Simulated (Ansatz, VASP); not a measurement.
## Ge: VASP beside Ansatz

```xyz
2
Lattice="0.0000 2.8805 2.8805 2.8805 0.0000 2.8805 2.8805 2.8805 0.0000" Properties=species:S:1:pos:R:3 pbc="T T T"
Ge    0.0000    0.0000    0.0000
Ge    1.4403    1.4403    1.4403
```

Alike in both runs: functional PBE; k mesh 14 × 14 × 14; occupations gaussian, width 0.1 eV; no spin polarisation.

Ansatz relaxed the structure, and its values are those at the end. VASP's run is a single point on that final structure, the one shown.

|  | VASP | Ansatz |
| --- | --- | --- |
| version | VASP 6.6.1 | Ansatz 0.2.0 |
| potentials or method | VASP PAW PBE potentials, release 64 (Ge_d) | scalar-relativistic, plane waves, PAW |
| plane-wave cutoff (eV) | 520 | 420 |
| valence electrons in the cell | 28 | 28 |

```csv
,VASP,Ansatz,Ansatz less VASP
gap on the k mesh at the Fermi level (eV),none,none,-
pressure (GPa),0.0,0.0,+0.05
```

A gap of «none» marks a metal or a gap that the smearing closes. With one functional, cell and mesh, what is left measures potentials, basis and numerics.

Caveats: this crystal is a semiconductor, whose small gap the functional closes, so the metal is an error of the method.
